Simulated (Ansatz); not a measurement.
Where the states of Al lie

```
CELL_PARAMETERS angstrom
0.00000 3.02335 3.02335
3.02335 0.00000 3.02335
3.02335 3.02335 0.00000
ATOMIC_POSITIONS crystal
Al 0.00000 0.00000 0.00000
Al 0.25000 0.25000 0.25000
```

The conventional cell has a = 6.047 Å, b = 6.047 Å, c = 6.047 Å, α = 90.00°, β = 90.00°, γ = 90.00°. Around Al (atom 1) lie 4 Al at 2.62 Å.

The cell was built from the diamond type and relaxed in the same program, and has space group Fd-3m; it needn't be a known or the stable phase.

These are results of DFT, PBE, all-electron LAPW, scalar-relativistic (Ansatz 0.2.0), not measurements.

Sampling and basis: a Γ-centred 9×9×9 k mesh, Fermi–Dirac smearing of 0.08 eV, basis error target 0.25 meV/atom, no spin polarisation.

States per eV and cell, averaged over 0.6 eV, from -8.2 to 1.8 eV, with energies (bin centres) from the Fermi level; empty bins are left out. 

```
E (eV)  total
  -8.0   0.02
  -7.4   0.29
  -6.8   0.49
  -6.2   0.73
  -5.6   0.95
  -5.0   0.71
  -4.4   0.15
  -3.8   0.83
  -3.2   1.02
  -2.6   0.53
  -2.0   0.36
  -1.4   1.23
  -0.8   1.34
  -0.2   1.67
   0.4   1.50
   1.0   1.12
   1.6   0.37
```
